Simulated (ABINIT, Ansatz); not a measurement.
# SiC (Moissanite 3C): zone-centre phonons, part 2 of 4

Which modes does SiC (Moissanite 3C) have at the zone centre?

ABINIT 10.8.3; DFT PBEsol, scalar-relativistic, plane waves, PseudoDojo norm-conserving pseudopotentials.

So far. Step 3 (Ground state): The cell stands at -0.31 GPa: the relaxation ran with a smoothed cutoff, and the difference is a stress of the finite basis. The relaxed cell has a = 4.357 Å (conventional setting).

### Step 5. Zone-centre analysis

anaddb reads the merged derivatives, imposes the acoustic sum rule and charge neutrality, and adds the LO-TO term along chosen directions.

anaddb.abi

```
ddb_filepath "gamma_DDB"
output_file "anaddb.abo"
outdata_prefix "anaddb"
asr 1
chneut 1
enunit 2
eivec 1
nph1l 1
qph1l 0.0 0.0 0.0 1.0
dieflag 1
nph2l 3
qph2l 
    1.0 0.0 0.0 0.0
    0.0 0.0 1.0 0.0
    1.0 1.0 1.0 0.0
```

mrgddb.in

```
gamma_DDB
merged
2
dfpt_gammao_DS2_DDB
gso_DDB
```

Run with:

```console
mrgddb < mrgddb.in > mrgddb.log
OMP_NUM_THREADS=1 anaddb anaddb.abi > anaddb.log
```

Numbers of over 12 decimals in the logs are rounded to 6 here.

anaddb.abo, the main output file:

```text
[banners, grids, parts of the stress and lines that vanish by symmetry left out]
-outvars_anaddb: echo values of input variables ----------------------

 Flags :
[...]
Dielectric Tensor and Effective Charges
[...]
Effective charge tensors after
[...]
Phonon wavevector (reduced coordinates) :  0.00000  0.00000  0.00000
 Phonon energies in Hartree :
[...]
Phonon energies in meV     :
-  0.000000E+00  0.000000E+00  0.000000E+00  9.778146E+01  9.778146E+01
-  9.778146E+01
 Phonon frequencies in cm-1    :
-  0.000000E+00  0.000000E+00  0.000000E+00  7.886607E+02  7.886607E+02
-  7.886607E+02
 Phonon frequencies in Thz     :
-  0.000000E+00  0.000000E+00  0.000000E+00  2.364345E+01  2.364345E+01
-  2.364345E+01
 Phonon energies in Kelvin  :
-  0.000000E+00  0.000000E+00  0.000000E+00  1.134707E+03  1.134707E+03
-  1.134707E+03
[...]
-  1  0.00000000E+00  2.08016042E-07 -3.69884998E-03
-     0.00000000E+00  0.00000000E+00  0.00000000E+00
-  2  0.00000000E+00  2.08016039E-07 -3.69884993E-03
-     0.00000000E+00  0.00000000E+00  0.00000000E+00
[...]
-  1  2.36114764E-07  3.69884997E-03  2.08016042E-07
-     0.00000000E+00  0.00000000E+00  0.00000000E+00
-  2  2.36114761E-07  3.69884993E-03  2.08016039E-07
-     0.00000000E+00  0.00000000E+00  0.00000000E+00
[...]
-  1  3.69884998E-03 -2.36114764E-07  0.00000000E+00
-     0.00000000E+00  0.00000000E+00  0.00000000E+00
-  2  3.69884993E-03 -2.36114761E-07  0.00000000E+00
-     0.00000000E+00  0.00000000E+00  0.00000000E+00
[...]
-  1  1.10194492E-07  1.89002874E-07 -2.41888496E-03
-     0.00000000E+00  0.00000000E+00  0.00000000E+00
-  2 -2.57669424E-07 -4.41948238E-07  5.65611477E-03
-     0.00000000E+00  0.00000000E+00  0.00000000E+00
[...]
-  1  0.00000000E+00 -2.41888496E-03 -1.89000884E-07
-     0.00000000E+00  0.00000000E+00  0.00000000E+00
-  2 -1.02176401E-07  5.65611477E-03  4.41943584E-07
-     0.00000000E+00  0.00000000E+00  0.00000000E+00
[...]
-  1  2.41888497E-03  0.00000000E+00  1.10197906E-07
-     0.00000000E+00  0.00000000E+00  0.00000000E+00
-  2 -5.65611478E-03 -1.02156268E-07 -2.57677407E-07
-     0.00000000E+00  0.00000000E+00  0.00000000E+00
[...]
-     1          0.000000     0.000000    -0.000000     0.000000
-     2          0.000000     0.000000     0.000000     0.000000
-     3          0.000000    -0.000000    -0.000000     0.000000
-     4          0.000162     0.000277    -3.551046     3.551046
-     5          0.000064    -3.551046    -0.000277     3.551046
-     6          3.551046     0.000064     0.000162     3.551046
[...]
-   1     Real    0.0000E+00  0.0000E+00  0.0000E+00  0.0000E+00  0.0000E+00  0.0000E+00  0.0000E+00
[...]
-   2     Real    0.0000E+00  0.0000E+00  0.0000E+00  0.0000E+00  0.0000E+00  0.0000E+00  0.0000E+00
[...]
-   3     Real    0.0000E+00  0.0000E+00  0.0000E+00  0.0000E+00  0.0000E+00  0.0000E+00  0.0000E+00
[...]
-   4     Real    9.9034E-13  2.9134E-12  4.7719E-04  1.6986E-12 -2.1739E-08 -3.7286E-08  4.7719E-04
[...]
-   5     Real    1.5573E-13  4.7719E-04  2.9133E-12 -8.6204E-09 -6.7356E-13  3.7286E-08  4.7719E-04
[...]
-   6     Real    4.7719E-04  1.5566E-13  9.9040E-13  8.6187E-09  2.1740E-08  3.9264E-13  4.7719E-04
[...]
Phonon at Gamma, with non-analyticity in the
[...]
Phonon energies in Hartree :
[...]
Phonon energies in meV     :
-  0.000000E+00  0.000000E+00  0.000000E+00  9.778146E+01  9.778146E+01
-  1.186064E+02
 Phonon frequencies in cm-1    :
-  0.000000E+00  0.000000E+00  0.000000E+00  7.886607E+02  7.886607E+02
-  9.566252E+02
 Phonon frequencies in Thz     :
-  0.000000E+00  0.000000E+00  0.000000E+00  2.364345E+01  2.364345E+01
-  2.867890E+01
 Phonon energies in Kelvin  :
-  0.000000E+00  0.000000E+00  0.000000E+00  1.134707E+03  1.134707E+03
-  1.376370E+03
[...]
-  1  0.00000000E+00  2.07800881E-07 -3.69884998E-03
-     0.00000000E+00  0.00000000E+00  0.00000000E+00
-  2  0.00000000E+00  2.07800878E-07 -3.69884993E-03
-     0.00000000E+00  0.00000000E+00  0.00000000E+00
[...]
Phonon at Gamma, with non-analyticity in the
[...]
Phonon energies in Hartree :
[...]
Phonon energies in meV     :
-  0.000000E+00  0.000000E+00  0.000000E+00  9.778146E+01  9.778146E+01
-  1.186064E+02
 Phonon frequencies in cm-1    :
-  0.000000E+00  0.000000E+00  0.000000E+00  7.886607E+02  7.886607E+02
-  9.566252E+02
 Phonon frequencies in Thz     :
-  0.000000E+00  0.000000E+00  0.000000E+00  2.364345E+01  2.364345E+01
-  2.867890E+01
 Phonon energies in Kelvin  :
-  0.000000E+00  0.000000E+00  0.000000E+00  1.134707E+03  1.134707E+03
-  1.376370E+03
[...]
Phonon at Gamma, with non-analyticity in the
[...]
Phonon energies in Hartree :
[...]
Phonon energies in meV     :
-  0.000000E+00  0.000000E+00  0.000000E+00  9.778146E+01  9.778146E+01
-  1.186064E+02
 Phonon frequencies in cm-1    :
-  0.000000E+00  0.000000E+00  0.000000E+00  7.886607E+02  7.886607E+02
-  9.566252E+02
 Phonon frequencies in Thz     :
-  0.000000E+00  0.000000E+00  0.000000E+00  2.364345E+01  2.364345E+01
-  2.867890E+01
 Phonon energies in Kelvin  :
-  0.000000E+00  0.000000E+00  0.000000E+00  1.134707E+03  1.134707E+03
-  1.376370E+03
[...]
-  1  0.00000000E+00  3.69884999E-03  0.00000000E+00
-     0.00000000E+00  0.00000000E+00  0.00000000E+00
-  2  0.00000000E+00  3.69884994E-03  0.00000000E+00
-     0.00000000E+00  0.00000000E+00  0.00000000E+00
[...]
-  1  3.69884996E-03  0.00000000E+00  4.45607459E-07
-     0.00000000E+00  0.00000000E+00  0.00000000E+00
-  2  3.69884992E-03  0.00000000E+00  4.45612508E-07
-     0.00000000E+00  0.00000000E+00  0.00000000E+00
[...]
-  1  4.56862747E-04  1.43558773E-03 -1.89245048E-03
-     0.00000000E+00  0.00000000E+00  0.00000000E+00
-  2 -1.06828897E-03 -3.35685619E-03  4.42514516E-03
-     0.00000000E+00  0.00000000E+00  0.00000000E+00
[...]
-  1  1.92144375E-03 -1.35637662E-03 -5.65067132E-04
-     0.00000000E+00  0.00000000E+00  0.00000000E+00
-  2 -4.49294057E-03  3.17163568E-03  1.32130490E-03
-     0.00000000E+00  0.00000000E+00  0.00000000E+00
[...]
Direction                     Dielectric constant
[...]
0.00000   0.00000   1.00000     10.38590409
   1.00000   1.00000   1.00000     10.38590409
-
```

Run time: 0.61 s. Hardware: 1 thread of Arm Neoverse N1, shared host.

This step gave:

```yaml
miss_of_the_charge_sum_rule: 0.008008 e
mean_static_dielectric_constant: 10.39
highest_mode_moved_by_the_lo_to_term: 956.6 cm⁻¹
```

No LO-TO term; unit eigenvectors of the mass-weighted matrix, from anaddb's displacements. The modes at Γ (shares of kinetic energy by element, %):

```
mode  frequency (cm⁻¹)  symmetry  Si %  C %
   1               0.0  acoustic    70   30
   2               0.0  acoustic    70   30
   3               0.0  acoustic    70   30
   4             788.7        T2    30   70
   5             788.7        T2    30   70
   6             788.7        T2    30   70
```

Displacements in mode 5 (788.7 cm⁻¹), the largest set to 1:
```
Si1  0.00 -0.43  0.00
C2   0.00  1.00  0.00
```

Trace of the oscillator strength, degenerate modes summed. Infrared lines, with heights relative to the strongest:

```
position (cm⁻¹)  lines merged  IR intensity, relative
            789             3                     100
```

Static dielectric tensor (ions relaxed, fixed cell):

```
10.39  0.00  0.00
 0.00 10.39  0.00
 0.00  0.00 10.39
```

The rule moves no optical mode by more than 0.1 cm⁻¹.

### Step 6. Linear response on the mesh

Linear response treats each wavevector in the unit cell, with no supercell; the 2×2×2 mesh fixes the range of the force constants to be had.

dfpt_q.abi

```
ndtset 2

# wavevectors
qpt1 0.5 0.0 0.0
qpt2 0.5 0.5 0.0

# displacements
getwfk_filepath "gso_WFK"
getwfq_filepath "gso_WFK"
kptopt 3
nqpt 1
rfphon 1
rfatpol 1 2
rfdir 1 1 1
tolvrs 1.0d-10
prtwf 0

# basis, mesh and filling
ecut 37.0
ngkpt 10 10 10
nshiftk 1
shiftk 0.0 0.0 0.0
istwfk *1
occopt 1
nband 4
nstep 100
diemac 9.0
prtebands 0
prtgsr 0
useylm 1

# cell and atoms
acell 3*1.0 Angstrom
rprim 
    0.0 2.17874765 2.17874765
    2.17874765 0.0 2.17874765
    2.17874765 2.17874765 0.0
ntypat 2
znucl 14 6
natom 2
typat 1 2
xred 
    0.0 0.0 0.0
    0.25 0.25 0.25
pp_dirpath "./pseudo"
pseudos "Si.upf, C.upf"
```

Run with:

```console
OMP_NUM_THREADS=1 mpirun -n 8 abinit dfpt_q.abi > dfpt_q.log
```

dfpt_q.abo, the main output file:

```text
[banners, grids, parts of the stress and lines that vanish by symmetry left out]
- input  file    -> dfpt_q.abi
- output file    -> dfpt_q.abo
- root for input  files -> dfpt_qi
[...]
DATASET    1 : space group F-4 3 m (#216); Bravais cF (face-center cubic)
[...]
nfft =       32768          nkpt =        1000
[...]
DATASET    2 : space group F-4 3 m (#216); Bravais cF (face-center cubic)
[...]
nfft =       32768          nkpt =        1000
[...]
== DATASET  1 ==================================================================
[...]
cutoff_energies: {ecut:  37.0, pawecutdg:  -1.0, }
[...]
Perturbation : displacement of atom   1   along direction   1
[...]
-ETOT  1   12.239204047474     -6.901E+01 8.307E-01 6.604E+03
 ETOT  2   11.649094561591     -5.901E-01 1.314E-02 2.615E+03
 ETOT  3   11.251015559805     -3.981E-01 5.275E-03 6.256E+01
 ETOT  4   11.227252799630     -2.376E-02 3.847E-04 1.431E+01
 ETOT  5   11.224713790526     -2.539E-03 3.483E-05 4.115E-02
[...]
At SCF step   11       vres2   =  3.26E-11 < tolvrs=  1.00E-10 =>converged.
[...]
Perturbation : displacement of atom   1   along direction   2
[...]
-ETOT  1   7.331966     -4.582E+01 4.989E-01 5.142E+02
[...]
At SCF step    9       vres2   =  8.38E-11 < tolvrs=  1.00E-10 =>converged.
[...]
Perturbation : displacement of atom   2   along direction   1
[...]
-ETOT  1   15.705708531432     -5.786E+02 1.795E+00 4.606E+04
[...]
At SCF step   11       vres2   =  3.84E-11 < tolvrs=  1.00E-10 =>converged.
[...]
Perturbation : displacement of atom   2   along direction   2
[...]
-ETOT  1   9.310559     -5.569E+02 2.403E+00 5.687E+03
[...]
At SCF step   10       vres2   =  2.74E-11 < tolvrs=  1.00E-10 =>converged.
[...]
Phonon wavevector (reduced coordinates) :  0.50000  0.00000  0.00000
 Phonon energies in Hartree :
[...]
Phonon frequencies in cm-1    :
-  2.551870E+02  2.551870E+02  6.067392E+02  7.635430E+02  7.635430E+02
-  8.258495E+02
[...]
== DATASET  2 ==================================================================
[...]
cutoff_energies: {ecut:  37.0, pawecutdg:  -1.0, }
[...]
-  6.00000   4.00000  180301                  znucl, zion, pspdat
[...]
Perturbation : displacement of atom   1   along direction   1
[...]
-ETOT  1   11.461353132997     -5.995E+01 6.984E-01 2.038E+03
[...]
At SCF step   11       vres2   =  7.68E-11 < tolvrs=  1.00E-10 =>converged.
[...]
Perturbation : displacement of atom   2   along direction   1
[...]
-ETOT  1   13.550660742839     -5.709E+02 5.527E+00 2.435E+04
[...]
ETOT  9   8.978125     -2.874E-10 1.382E-08 2.673E-08
 ETOT 10   8.978125     -2.365E-11 5.192E-10 3.439E-11
 At SCF step   10       vres2   =  3.44E-11 < tolvrs=  1.00E-10 =>converged.
[...]
Phonon wavevector (reduced coordinates) :  0.50000  0.50000  0.00000
 Phonon energies in Hartree :
[...]
Phonon frequencies in cm-1    :
-  3.581307E+02  3.581307E+02  6.268428E+02  7.587941E+02  7.587941E+02
-  8.147719E+02
[...]
strten1     0.0000000000E+00  0.0000000000E+00  0.0000000000E+00
           strten2     0.0000000000E+00  0.0000000000E+00  0.0000000000E+00
================================================================================
```

It took 3.6 min on 8 MPI ranks.

Numbers from this step:

* lowest mode on the q mesh (acoustic ones at the zone centre apart): 255.2 cm⁻¹

Frequencies (cm⁻¹) before the sum rule at the irreducible wavevectors but Γ, which is solved apart; negative means imaginary. Frequencies by wavevector:

```
q (fractions)  star  mode 1  mode 2  mode 3  mode 4  mode 5  mode 6
      0.5 0 0     4   255.2   255.2   606.7   763.5   763.5   825.9
    0.5 0.5 0     3   358.1   358.1   626.8   758.8   758.8   814.8
```

[end of part 2 of 4]

[Host names and launcher messages were left out of these logs when they were recorded.]

[Logs are printed without paths, hosts, clocks, repeated set-up lines and the standing remarks that a program may print on its own settings, such as how far it seeks lower states.]

[Hosts, paths, dates, database ids (printed as entryN), source tags and the programs' standing remarks are cut or masked in the printed files.]
